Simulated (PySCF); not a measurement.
Compound: C5H6N (charge +1).
Atom-mapped SMILES: `[cH:1]1[cH:2][cH:3][nH+:4][cH:5][cH:6]1`

Structure used (PBE0-D3(BJ)/def2-SVP), in Å, numbered top down from 1:
```
atom  x, y, z in Å
C1     1.3902   -0.0103    0.0237
C2     0.7007    1.2042    0.0157
C3    -0.6817    1.1892   -0.0123
N4    -1.3276    0.0096   -0.0312
C5    -0.6988   -1.1794   -0.0242
C6     0.6832   -1.2145    0.0035
H7     2.4828   -0.0182    0.0456
H8     1.2279    2.1593    0.0310
H9    -1.2966    2.0910   -0.0202
H10   -2.3476    0.0170   -0.0516
H11   -1.3266   -2.0721   -0.0412
H12    1.1966   -2.1772    0.0092
```

Definitions: NICS(0) = −σiso at the ring centroid; NICS(1) = −σiso and NICS(1)zz = −σzz at ±1 Å along the ring normal z. Level: GIAO B97-2/pcSseg-2 (PySCF, non-relativistic, gas phase) on the PBE0-D3(BJ)/def2-SVP geometry, one conformer.

Ring bond lengths (Å): C1–C2 1.397, C2–C3 1.383, C3–N4 1.345, N4–C5 1.345, C5–C6 1.383, C6–C1 1.397.

Q: What do the NICS probes read (ppm)?

A: 
```
             ring                                               type  NICS(0)  NICS(1), two faces  NICS(1)zz, two faces  rms pucker (Å)  centre to ring atoms, mean (Å)
C1–C2–C3–N4–C5–C6  6-membered ring with N; formal bonds all aromatic     -8.1         -9.8 / -9.8         -27.9 / -27.9            0.00                            1.37
```

Q: What can be read from them?

A: 
- C1–C2–C3–N4–C5–C6: mean NICS(1)zz -27.9 ppm, shielded, aromatic by this magnetic criterion (flat ring, no four-coordinate atom).

Q: And the bond-length index? HOMA = 1 − mean of α(R − Ropt)² over the ring bonds, with Krygowski's 1993 parameters (CC: Ropt 1.388 Å, α 257.7 Å⁻²; CN: Ropt 1.334 Å, α 93.52 Å⁻²).

A: 
- C1–C2–C3–N4–C5–C6: HOMA 0.99; the largest term is that of C6–C1, α(R − Ropt)² = 0.02. The geometric and the magnetic index point the same way.

Q: At the first NICS(1) probe listed for ring C1–C2–C3–N4–C5–C6, 1 Å off the ring, what do the in-plane components average?

A: The isotropic value is a third of the trace: (3 × -9.8 − (-27.9))/2 = -0.8 ppm.

Q: Give the inner angles of the rings.

A: 
- C1–C2–C3–N4–C5–C6: C1 120.0°, C2 119.0°, C3 119.3°, N4 123.4°, C5 119.3°, C6 119.0°; sum 720.0° against 720° for a flat convex ring.

Q: What are the shieldings of the ring atoms and their hydrogens in the same run (means over atoms taken as equivalent)?

A: 
```csv
atoms,environment,σ isotropic (ppm),"principal values of the symmetric part, first atom (ppm)"
C1,aromatic CH carbon,23.1,"-96.7, -17.6, 183.7"
C2 (×2),aromatic CH carbon,46.2,"-64.0, 22.2, 180.2"
C3 (×2),aromatic CH next to a ring nitrogen,36.2,"-63.6, 15.7, 156.6"
N4,pyridinium-type nitrogen,52.4,"-100.7, 39.0, 219.0"
H7,aromatic hydrogen,22.20,"19.4, 21.1, 26.1"
H8 (×2),aromatic hydrogen,22.84,"19.7, 22.7, 26.1"
H9 (×2),aromatic hydrogen,22.70,"18.6, 23.5, 26.0"
H10,N–H hydrogen,20.72,"14.2, 23.3, 24.7"
```

Q: How do the values depend on the level or the medium?

A: 
```tsv
level	NICS(0), C1–C2–C3–N4–C5–C6	mean NICS(1)zz, C1–C2–C3–N4–C5–C6
B97-2/pcSseg-2, gas	-8.1	-27.9
PBE0/pcSseg-1, gas	-8.0	-27.6
PBE0/pcSseg-1, IEF-PCM chloroform	-8.0	-27.7
PBE0/pcSseg-1, IEF-PCM dimethylsulfoxide	-8.0	-27.7
```

The geometry is the same throughout; the continuum's cavity takes Bondi-type radii × 1.2.
